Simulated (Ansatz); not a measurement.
# Mg2Si: the cost of one run

Computed with Ansatz 0.2.0 (reference: DFT r2SCAN, plane waves, PAW, scalar-relativistic, no spin polarisation, unless a step's input says otherwise).

The COD entry's cell or inner coordinates are ideal or old and differ from later refinements, so a difference from it is no clean test against experiment.

**1. The structure to begin with**

Symmetry: Fm-3m, No. 225, cubic system. Conventional cell: a = 6.394 Å, b = 6.394 Å, c = 6.394 Å, α = 90.00°, β = 90.00°, γ = 90.00°. Mg (site symmetry -43m) has 4 Si at 2.77 Å as nearest neighbours. Around Si (site symmetry m-3m) lie 8 Mg at 2.77 Å.

Coordinates:

```cif
data_structure
_symmetry_space_group_name_H-M 'Fm-3m'
_symmetry_Int_Tables_number 225
_cell_length_a 6.3944
_cell_length_b 6.3944
_cell_length_c 6.3944
_cell_angle_alpha 90.000
_cell_angle_beta 90.000
_cell_angle_gamma 90.000
_cell_volume 261.46
loop_
_atom_site_label
_atom_site_type_symbol
_atom_site_symmetry_multiplicity
_atom_site_Wyckoff_symbol
_atom_site_fract_x
_atom_site_fract_y
_atom_site_fract_z
_atom_site_occupancy
Mg1 Mg 8 c 0.25000 0.75000 0.75000 1
Si1 Si 4 a 0.00000 0.00000 0.00000 1
```

**2. The reference run**

Contents of input.yaml:

```yaml
crystal:
  lattice:
    - [0.0, 3.197212, 3.197212]
    - [3.197212, 0.0, 3.197212]
    - [3.197212, 3.197212, 0.0]
  atoms:
    - { symbol: Mg, position: [0.25, 0.25, 0.25] }
    - { symbol: Mg, position: [0.75, 0.75, 0.75] }
    - { symbol: Si, position: [0.0, 0.0, 0.0] }
  symmetry: { tolerance: 0.0003 }
kpoints:
  mp_grid: { grid: [5, 5, 5], shift: [0, 0, 0] }
magnetization:
  spin_polarized: false
scf:
  occupations: { method: fermi_dirac }
hamiltonian:
  pseudopotentials: { kind: paw }
  xc: r2scan
basis:
  ecutwfc: 500
output:
  forces: true
  stress: true
  eigenvalues: true
```

On the command line:

```
> ansatz run input.yaml --threads 1 --pin off --max-ram 2560MiB --backend cpu --events-out ev --progress --plain --runs-dir out
```

Q: Estimate wall time and peak memory on 1 thread of Arm Neoverse V2, shared host.

About 2.4 s, with a peak of 0.47 GiB.
